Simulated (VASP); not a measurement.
# Ni (P6_3/mmc) in VASP: a series of runs

One crystal, Ni, is run at these levels: RPBE; tasks: single point.

All numbers are computed with VASP 6.6.1; they aren't measurements. Logs are shortened: lines on timing, memory, paths and dates and some standing lists are left out, and cuts for length are marked.

### Step 1. The structure

The structure is hexagonal, space group P6_3/mmc (No. 194). The conventional cell has a = 2.514 Å, b = 2.514 Å, c = 4.116 Å, α = 90.00°, β = 90.00°, γ = 120.00°. Ni (site symmetry -6m2) has 12 Ni at 2.51 to 2.52 Å as nearest neighbours.

This isn't the form of Ni at room conditions, which is fcc.

### Step 2. Single point, RPBE, collinear spin, typed start

File INCAR:

```
  ALGO = Normal
  EDIFF = 1E-6
  ENCUT = 520
  GGA = RP
  ISIF = 2
  ISMEAR = -1
  ISPIN = 2
  LASPH = T
  LCHARG = F
  LMAXMIX = 4
  LORBIT = 11
  LREAL = F
  LWAVE = F
  MAGMOM = 0.739 0.739
  NBANDS = 21
  NELM = 150
  PREC = Accurate
  SIGMA = 0.05
```

File KPOINTS:

```
k-points
0
Gamma
  23 23 13
```

File POSCAR:

```
Ni
1.0
    2.5136382340      0.0000000000      0.0000000000
   -1.2568191170      2.1768745665      0.0000000000
    0.0000000000      0.0000000000      4.1160354827
Ni
2
Direct
    0.3333333333      0.6666666667      0.2500000000
    0.6666666667      0.3333333333      0.7500000000
```

Potentials or basis: VASP PAW PBE potentials, release 64 (Ni).

The run is started by

```console
> cat potpaw_PBE.64/Ni/POTCAR > POTCAR
> mpirun -np 1 vasp_std > vasp.out
```

OUTCAR:

```text
EDIFF = 1E-6
   ENCUT = 520
   GGA = RP
   ISIF = 2
   ISMEAR = -1
   ISPIN = 2
   LASPH = T
   LORBIT = 11
   LREAL = F
   NELM = 150
   PREC = Accurate

 ion  position               nearest neighbor table
   1  0.333  0.667  0.250-   2 2.52   2 2.52   2 2.52   2 2.52   2 2.52   2 2.52
   2  0.667  0.333  0.750-   1 2.52   1 2.52   1 2.52   1 2.52   1 2.52   1 2.52

  LATTYP: Found a hexagonal cell.
 ALAT       =     2.5136382340
 C/A-ratio  =     1.6374812521

  Lattice vectors:

 A1 = (   2.5136382340,   0.0000000000,   0.0000000000)
 A2 = (  -1.2568191170,   2.1768745665,   0.0000000000)
 A3 = (   0.0000000000,   0.0000000000,   4.1160354827)

Analysis of symmetry for initial positions (statically):
=====================================================================
 Subroutine PRICEL returns:
 Original cell was already a primitive cell.

 Routine SETGRP: Setting up the symmetry group for a
 hexagonal supercell.

 Subroutine GETGRP returns: Found 24 space group operations
 (whereof 12 operations were pure point group operations)
 out of a pool of 24 trial point group operations.

The static configuration has the point symmetry D_3d.
 The point group associated with its full space group is D_6h.

Analysis of symmetry for dynamics (positions and initial velocities):
=====================================================================
 Subroutine PRICEL returns:
 Original cell was already a primitive cell.

 Routine SETGRP: Setting up the symmetry group for a
 hexagonal supercell.

 Subroutine GETGRP returns: Found 24 space group operations
 (whereof 12 operations were pure point group operations)
 out of a pool of 24 trial point group operations.

The dynamic configuration has the point symmetry D_3d.
 The point group associated with its full space group is D_6h.

Analysis of structural, dynamic, and magnetic symmetry:
=====================================================================
 Subroutine PRICEL returns:
 Original cell was already a primitive cell.

 Routine SETGRP: Setting up the symmetry group for a
 hexagonal supercell.

 Subroutine GETGRP returns: Found 24 space group operations
 (whereof 12 operations were pure point group operations)
 out of a pool of 24 trial point group operations.

The overall configuration has the point symmetry D_3d.
 The point group associated with its full space group is D_6h.

 Subroutine INISYM returns: Found 24 space group operations
 (whereof 12 operations are pure point group operations),
 and found     1 'primitive' translations

----------------------------------------------------------------------------------------

                                     Primitive cell

  volume of cell :      22.5224

  direct lattice vectors                    reciprocal lattice vectors
     2.513638234  0.000000000  0.000000000     0.397829722  0.229687097  0.000000000
    -1.256819117  2.176874566  0.000000000     0.000000000  0.459374194  0.000000000
     0.000000000  0.000000000  4.116035483     0.000000000  0.000000000  0.242952230

  length of vectors
     2.513638234  2.513638234  4.116035483     0.459374194  0.459374194  0.242952230

  position of ions in fractional coordinates (direct lattice)
     0.333333333  0.666666667  0.250000000
     0.666666667  0.333333333  0.750000000

  ion indices of the primitive-cell ions
   primitive index   ion index
                 1           1
                 2           2

----------------------------------------------------------------------------------------

 KPOINTS: k-points

Automatic generation of k-mesh.
 Grid dimensions read from file:
 generate k-points for:   23   23   13

 Generating k-lattice:

  Cartesian coordinates                     Fractional coordinates (reciprocal lattice)
     0.017296944  0.009986396  0.000000000     0.043478261  0.000000000  0.000000000
     0.000000000  0.019972791  0.000000000     0.000000000  0.043478261  0.000000000
     0.000000000  0.000000000  0.018688633     0.000000000  0.000000000  0.076923077

  Length of vectors
     0.019972791  0.019972791  0.018688633

  Shift w.r.t. Gamma in fractional coordinates (k-lattice)
     0.000000000  0.000000000  0.000000000

 Subroutine IBZKPT returns following result:
 ===========================================

 Found    392 irreducible k-points:

 Following reciprocal coordinates:
            Coordinates               Weight
  0.000000  0.000000  0.000000      1.000000
  0.043478  0.000000  0.000000      6.000000
  0.086957  0.000000  0.000000      6.000000
  0.130435  0.000000  0.000000      6.000000
  0.173913  0.000000  0.000000      6.000000
  0.217391  0.000000  0.000000      6.000000
[... 16 lines left out ...]
  0.478261  0.043478  0.000000      6.000000
  0.086957  0.086957  0.000000      6.000000
 [... further k-points ...]
   k-points           NKPTS =    392   k-points in BZ     NKDIM =    392   number of bands    NBANDS=     21
   number of dos      NEDOS =    301   number of ions     NIONS =      2
   total plane-waves  NPLWV =  12800
   dimension x,y,z NGX =    20 NGY =   20 NGZ =   32
   dimension x,y,z NGXF=    40 NGYF=   40 NGZF=   64
   ions per type =               2
   NGX,Y,Z   is equivalent  to a cutoff of  13.23, 13.23, 12.92 a.u.
   NGXF,Y,Z  is equivalent  to a cutoff of  26.46, 26.46, 25.85 a.u.
 SYSTEM =  unknown system
   PREC   = accura    normal or accurate (medium, high low for compatibility)
   ISTART =      0    job   : 0-new  1-cont  2-samecut
   ICHARG =      2    charge: 1-file 2-atom 10-const
   ISPIN  =      2    spin polarized calculation?
   LNONCOLLINEAR =      F non collinear calculations
   LSORBIT =      F    spin-orbit coupling
   LASPH  =      T    aspherical Exc in radial PAW
   ENCUT  =  520.0 eV  38.22 Ry    6.18 a.u.   4.67  4.67  7.65*2*pi/ulx,y,z
   NELM   =    150;   NELMIN=  2; NELMDL= -5     # of ELM steps
   EDIFF  = 0.1E-05   stopping-criterion for ELM
   LREAL  =      F    real-space projection
   EDIFFG = 0.1E-04   stopping-criterion for IOM
   NSW    =      0    number of steps for IOM
   IBRION =     -1    ionic relax: 0-MD 1-quasi-New 2-CG
   NFREE  =      0    steps in history (QN), initial steepest desc. (CG)
   ISIF   =      2    stress and relaxation
   ISYM   =      2    0-nonsym 1-usesym 2-fastsym
   POTIM  = 0.5000    time-step for ionic-motion
   TEBEG  =    0.0;   TEEND  =   0.0 temperature during run
   PSTRESS=    0.0 pullay stress
   NELECT =      20.0000    total number of electrons
   NUPDOWN=      -1.0000    fix difference up-down
   EMIN   =  10.00;   EMAX   =-10.00  energy-range for DOS
   EFERMI =   0.00;   METHOD = LEGACY
   ISMEAR =    -1;   SIGMA  =   0.05  broadening in eV -4-tet -1-fermi 0-gaus
   EFERMI_NEDOS =   21; number of points for ismear=-14 and -15
   IALGO  =     38    algorithm
   IMIX   =      4    mixing-type and parameters
     AMIX     =   0.40;   BMIX     =  1.00
     AMIX_MAG =   1.60;   BMIX_MAG =  1.00
  volume/ion in A,a.u.               =      11.26        75.99
  Fermi-wavevector in a.u.,A,eV,Ry     =   1.573547  2.973573 33.688710  2.476050
  Thomas-Fermi vector in A             =   2.674815
   LORBIT       =     11    0 simple, 1 ext, 2 COOP (PROOUT), +10 PAW based schemes
   GGA     = RP    functional components
   LHFCALC =     F    Hartree Fock is set to
   AEXX    =    0.0000 exact exchange contribution
   IVDW    =     0    specifies the selected vdW correction
   LEPSILON=     F    determine dielectric tensor
   LRPA    =     F    only Hartree local field effects (RPA)
 spin polarized calculation
  energy-cutoff  :      520.00
  volume of cell :       22.52
 maximum number of plane-waves:       622
 NGX is ok and might be reduce to    20
   NGX =  9   NGY =  9   NGZ = 15

 number of electron      20.0000014 magnetization       1.2881452

 Free energy of the ion-electron system (eV)
  ---------------------------------------------------
  ext. energy  EPLUGINS =         0.00000000
  ---------------------------------------------------
  free energy    TOTEN  =        -9.87128111 eV

  energy without entropy =       -9.83302320  energy(sigma->0) =       -9.85215215

 E-fermi :   9.0792     XC(G=0): -12.9280

 val. band max:        9.0787524576   @ k =   0.3913   0.0435   0.0769
 cond. band min:       9.0797559758   @ k =   0.3913   0.0435   0.0769
 fundamental gap:      0.0010035182
 Fermi energy:         9.0791555845

 spin component 1

 k-point     1 :       0.0000    0.0000    0.0000
  band No.  band energies     occupation
      1       0.2929      1.00000
      2       4.4156      1.00000
      3       6.7073      1.00000
      4       6.7964      1.00000
      5       6.7964      1.00000
      6       7.0479      1.00000
[... 13 lines left out ...]
     20      34.4402      0.00000
     21      39.1050      0.00000
[... 529 lines left out ...]
 k-point    24 :       0.0870    0.0870    0.0000
  band No.  band energies     occupation
      1       1.0498      1.00000
      2       4.8365      1.00000
      3       6.3827      1.00000
      4       6.7339      1.00000
      5       6.9007      1.00000
      6       7.0363      1.00000
[... 13 lines left out ...]
     20      36.3102      0.00000
     21      36.7903      0.00000

 [... further k-points ...]

 spin component 2

 k-point     1 :       0.0000    0.0000    0.0000
  band No.  band energies     occupation
      1       0.2301      1.00000
      2       4.8250      1.00000
      3       7.4446      1.00000
      4       7.4988      1.00000
      5       7.4988      1.00000
      6       7.7701      1.00000
[... 13 lines left out ...]
     20      34.4924      0.00000
     21      39.1331      0.00000
[... 529 lines left out ...]
 k-point    24 :       0.0870    0.0870    0.0000
  band No.  band energies     occupation
      1       0.9889      1.00000
      2       5.2818      1.00000
      3       7.0548      1.00000
      4       7.1637      1.00000
      5       7.6014      1.00000
      6       7.7811      1.00000
[... 13 lines left out ...]
     20      36.3266      0.00000
     21      36.9161      0.00000

 [... further k-points ...]
[... 5 lines left out ...]
  --------------------------------------------------------------------------------------
  -------------------------------------------------------------------------------------
  Total       -0.0417391     -0.0417391      0.0261785      0.0000000      0.0000000      0.0000000
  in kB       -2.9691911     -2.9691911      1.8622601      0.0000000      0.0000000      0.0000000
  external PRESSURE =      -1.3587073 kB  Pullay stress =       0.0000000 kB

 VOLUME and BASIS-vectors are now :
 -----------------------------------------------------------------------------
  energy-cutoff  :      520.00
  volume of cell :       22.52
      direct lattice vectors                 reciprocal lattice vectors
     2.513638234  0.000000000  0.000000000     0.397829722  0.229687097  0.000000000
    -1.256819117  2.176874566  0.000000000     0.000000000  0.459374194  0.000000000
     0.000000000  0.000000000  4.116035483     0.000000000  0.000000000  0.242952230

 POSITION                                       TOTAL-FORCE (eV/Angst)
 -----------------------------------------------------------------------------------
     -0.00000      1.45125      1.02901         0.000000      0.000000      0.000000
      1.25682      0.72562      3.08703        -0.000000     -0.000000      0.000000
 -----------------------------------------------------------------------------------
    total drift:                               -0.000000      0.000000     -0.000000

  FREE ENERGIE OF THE ION-ELECTRON SYSTEM (eV)
  ---------------------------------------------------
  free  energy   TOTEN  =        -9.8712811050 eV

  energy  without entropy=       -9.8330231983  energy(sigma->0) =       -9.85215215

 total charge

# of ion       s       p       d       tot
------------------------------------------
    1        0.481   0.466   8.297   9.244
    2        0.481   0.466   8.297   9.244
--------------------------------------------------
tot          0.961   0.933  16.595  18.489

 magnetization (x)

# of ion       s       p       d       tot
------------------------------------------
    1       -0.005  -0.026   0.692   0.661
    2       -0.005  -0.026   0.692   0.661
--------------------------------------------------
tot         -0.011  -0.052   1.384   1.321
```

It took 3 min on 1 thread of Intel Xeon Platinum 8488C (Sapphire Rapids), shared host; peak memory 0.34 GiB.

What came out:

- Free energy: -9.8713 eV
- Pressure: -0.1 GPa
- Band gap on the k mesh: none (metal or under the smearing width)
- Net moment: 1.29 μB per cell
- Site moments: Ni +0.66 μB
- Valence electrons inside the program's atomic spheres: Ni 9.24

Levels at points of the mesh, in eV from the Fermi level:
Spin up:
| k point | band 7 | band 8 | band 9 | band 10 | band 11 | band 12 | band 13 | band 14 | band 15 | band 16 |
| --- | --- | --- | --- | --- | --- | --- | --- | --- | --- | --- |
| (0.00, 0.00, 0.00) | -2.03 | -1.65 | -1.65 | -0.76 | -0.76 | -0.28 | 5.38 | 22.24 | 23.88 | 23.88 |
Spin down:
| k point | band 5 | band 6 | band 7 | band 8 | band 9 | band 10 | band 11 | band 12 | band 13 | band 14 |
| --- | --- | --- | --- | --- | --- | --- | --- | --- | --- | --- |
| (0.00, 0.00, 0.00) | -1.58 | -1.31 | -1.31 | -0.94 | -0.94 | -0.38 | -0.01 | -0.01 | 5.79 | 22.06 |

Caveat: the PAW data sets were made with another functional, which shifts forces and pressure a little.

### Step 3. Single point, RPBE, collinear spin, typed start

This run uses another cell than the first one, of 12.61 Å³/atom, 1.120 times its volume.

File INCAR:

```
SYSTEM = Ni
ALGO = Fast
EDIFF = 1E-7
ENCUT = 520
GGA = RP
ISIF = 2
ISMEAR = -1
ISPIN = 2
LASPH = .TRUE.
LCHARG = .FALSE.
LMAXMIX = 4
LORBIT = 11
LREAL = .FALSE.
LWAVE = .FALSE.
MAGMOM = 0.71 0.71
NBANDS = 21
NELM = 150
PREC = Accurate
SIGMA = 0.05
```

File KPOINTS:

```
k-points
0
G
  16 16 9
  0 0 0
```

File POSCAR:

```
Ni
1.0
    2.6104103408      0.0000000000      0.0000000000
   -1.3052051704      2.2606816694      0.0000000000
    0.0000000000      0.0000000000      4.2744979934
Ni
2
Direct
    0.3333333333      0.6666666667      0.2500000000
    0.6666666667      0.3333333333      0.7500000000
```

Potentials or basis: VASP PAW PBE potentials, release 64 (Ni).

The run is started by

```console
> cat potpaw_PBE.64/Ni/POTCAR > POTCAR
> mpirun -np 1 vasp_std > vasp.out
```

Run time: 93 s. Hardware: 1 thread of Intel Xeon Platinum 8488C (Sapphire Rapids), shared host; peak memory 0.22 GiB.

It converged, with:

| Quantity | Value |
| --- | --- |
| Free energy | -9.7295 eV |
| Pressure | -14.8 GPa |
| Band gap on the k mesh | none (metal or under the smearing width) |
| Net moment | 1.41 μB per cell |
| Site moments | Ni +0.73 μB |
| Valence electrons inside the program's atomic spheres | Ni 9.08 |

Stress tensor (GPa, compression positive):
```
-14.82   0.00   0.00
  0.00 -14.82   0.00
  0.00   0.00 -14.71
```

Levels at points of the mesh, in eV from the Fermi level:
Spin up:
```csv
k point,band 7,band 8,band 9,band 10,band 11,band 12,band 13,band 14,band 15,band 16
"(0.00, 0.00, 0.00)",-1.88,-1.55,-1.55,-0.81,-0.81,-0.08,4.62,21.25,21.99,21.99
"(0.50, 0.00, 0.00)",-1.85,-0.74,-0.67,-0.64,0.92,2.49,8.42,8.78,11.21,11.61
```
Spin down:
| k point | band 5 | band 6 | band 7 | band 8 | band 9 | band 10 | band 11 | band 12 | band 13 | band 14 |
| --- | --- | --- | --- | --- | --- | --- | --- | --- | --- | --- |
| (0.00, 0.00, 0.00) | -1.32 | -1.09 | -1.09 | -0.79 | -0.79 | -0.19 | 0.00 | 0.00 | 5.05 | 21.05 |
| (0.50, 0.00, 0.00) | -1.41 | -1.38 | -1.08 | 0.13 | 0.15 | 0.23 | 1.41 | 2.89 | 8.49 | 8.86 |

Caveat: the PAW data sets were made with another functional, which shifts forces and pressure a little.

### Step 4. Single point, RPBE, collinear spin, typed start

This run uses another cell than the first one, of 10.81 Å³/atom, 0.960 times its volume.

File INCAR:

```
SYSTEM = Ni
ALGO     = Fast           ! electronic algorithm
EDIFF    = 1E-6           ! SCF threshold, eV
ENCUT    = 520            ! plane-wave cutoff, eV
GGA      = RP             ! functional
ISIF     = 2              ! what is computed and relaxed
ISMEAR   = -1             ! smearing method
ISPIN    = 2              ! spin polarisation
LASPH    = .True.         ! aspherical terms in the spheres
LCHARG   = .False.        ! write CHGCAR
LMAXMIX  = 4              ! l up to which the mixer works
LORBIT   = 11             ! projections on sites
LREAL    = .False.        ! projectors in reciprocal space
LWAVE    = .False.        ! write WAVECAR
MAGMOM   = 0.71 0.71      ! initial moments
NBANDS   = 21             ! bands
NELM     = 150            ! most SCF steps
PREC     = Accurate       ! precision mode
SIGMA    = 0.05           ! smearing width, eV
```

File KPOINTS:

```
k-points
0
Gamma
  16 16 9
  0 0 0
```

File POSCAR:

```
Ni
1.0
    2.4796659852      0.0000000000      0.0000000000
   -1.2398329926      2.1474537361      0.0000000000
    0.0000000000      0.0000000000      4.0604065623
Ni
2
Direct
    0.3333333333      0.6666666667      0.2500000000
    0.6666666667      0.3333333333      0.7500000000
```

The run is started by

```console
> cat potpaw_PBE.64/Ni/POTCAR > POTCAR
> mpirun -np 1 vasp_std > vasp.out
```

It took 71 s on 1 thread of Intel Xeon Platinum 8488C (Sapphire Rapids), shared host; peak memory 0.2 GiB.

Results (log left out):

```yaml
Free_energy: -9.8480 eV
Pressure: 7.8 GPa
Band_gap_on_the_k_mesh: none (metal or under the smearing width)
Net_moment: 1.24 μB per cell
Site_moments: Ni +0.63 μB
Valence_electrons_inside_the_program's_atomic_spheres: Ni 9.31
```

Stress tensor (GPa, compression positive):
```
7.46 0.00 0.00
0.00 7.46 0.00
0.00 0.00 8.39
```

Levels at points of the mesh, in eV from the Fermi level:
Spin up:
```csv
k point,band 8,band 9,band 10,band 11,band 12,band 13,band 14,band 15
"(0.00, 0.00, 0.00)",-1.69,-1.69,-0.74,-0.74,-0.36,5.68,22.59,24.59
"(0.50, 0.00, 0.00)",-0.64,-0.56,-0.51,1.15,3.05,9.36,9.94,12.40
```
Spin down:
| k point | band 5 | band 6 | band 7 | band 8 | band 9 | band 10 | band 11 | band 12 | band 13 | band 14 |
| --- | --- | --- | --- | --- | --- | --- | --- | --- | --- | --- |
| (0.00, 0.00, 0.00) | -1.69 | -1.40 | -1.40 | -1.01 | -1.01 | -0.44 | -0.02 | -0.02 | 6.07 | 22.42 |
| (0.50, 0.00, 0.00) | -1.80 | -1.75 | -1.38 | 0.13 | 0.17 | 0.26 | 1.61 | 3.41 | 9.46 | 10.03 |

Caveat: the PAW data sets were made with another functional, which shifts forces and pressure a little.

### Step 5. Overview

```csv
cell,k mesh,gap on the mesh (eV),pressure (GPa),moment (μB)
"P6_3/mmc, 11.26 Å³/atom",23 × 23 × 13,none,-0.1,1.29
"P6_3/mmc, 12.61 Å³/atom",16 × 16 × 9,none,-14.8,1.41
"P6_3/mmc, 10.81 Å³/atom",16 × 16 × 9,none,7.8,1.24
```

Alike in all rows: task single point; level RPBE; potentials or basis VASP PAW PBE potentials, release 64 (Ni); spin collinear, typed start; cutoff (eV) 520; smearing fermi-dirac 0.05 eV.

Every run on the cell as given and a fine mesh finds a metal.

Caveats: the PAW data sets were made with another functional, which shifts forces and pressure a little.

Absolute energies hang on the potentials; compare differences alone.
